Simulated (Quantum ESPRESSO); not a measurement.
Runs of Quantum ESPRESSO 7.5 on Ge. The structure is tetragonal, space group I4_1/amd (No. 141). Conventional cell: a = 5.149 Å, b = 5.149 Å, c = 2.795 Å, α = 90.00°, β = 90.00°, γ = 90.00°. Ge (site symmetry -4m2) is surrounded by 6 Ge at 2.67 to 2.79 Å. This isn't the form of Ge at room conditions, which is diamond.

```csv
task,level,potentials or basis,cell,k mesh,cutoff (eV),smearing,k mesh for the Wannier functions,form of the LDA correlation,gap on the mesh (eV),pressure (GPa),V0 of scaled cells (Å³/atom),B0 (GPa)
equation of state,PBEsol,PseudoDojo 0.4.1 SR PBEsol standard,as given,11 × 11 × 11,1061,fermi-dirac 0.05 eV,-,-,-,-,18.39,79
Wannier functions,PBEsol,GBRV 1.5 PBEsol,as given,8 × 8 × 8,612,fermi-dirac 0.05 eV,7 × 7 × 7,-,none,(b),-,-
phonons,LDA,JTH 2.0 LDA,relaxed,11 × 11 × 11,490,gaussian 0.136 eV,-,PW92,none,-,-,-
phonons,PBEsol,GBRV 1.5 PBEsol,relaxed,9 × 9 × 9,612,cold 0.136 eV,-,-,none,0.0,-,-
equation of state,LDA,GBRV 1.5 LDA,as given,11 × 11 × 11,612,fermi-dirac 0.05 eV,-,PZ81,-,-,17.94,82
band structure,PBEsol,GBRV 1.5 PBEsol,as given,11 × 11 × 11,612,fermi-dirac 0.05 eV,-,-,none,(a),-,-
band structure,PBEsol,PseudoDojo 0.4 SR PBEsol stringent,as given,11 × 11 × 11,1687,fermi-dirac 0.05 eV,-,-,none,-0.4,-,-
equation of state,PBEsol,GBRV 1.5 PBEsol,as given,11 × 11 × 11,612,fermi-dirac 0.05 eV,-,-,-,-,18.37,79
```

Alike in all rows: no spin polarisation.

Problem. Estimate the missing entries.

Solution. (a) -0.8; (b) -1.0.

Caveats: the cell was scaled at fixed shape and fractional positions, which overstates the stiffness of a crystal with free parameters, most of all of layers and chains (some runs); the Wannier minimisation didn't converge (some runs); the cutoff lies well under what these potentials need, so the values aren't converged (some runs); the cutoff is low for these files, which shifts pressure and relaxed volume (some runs).

A k mesh can miss the band edges, and the runs leave out spin-orbit coupling on Ge.

A gap of «none» marks a metal or a gap under the smearing width.

Not every run made on this cell is shown here.
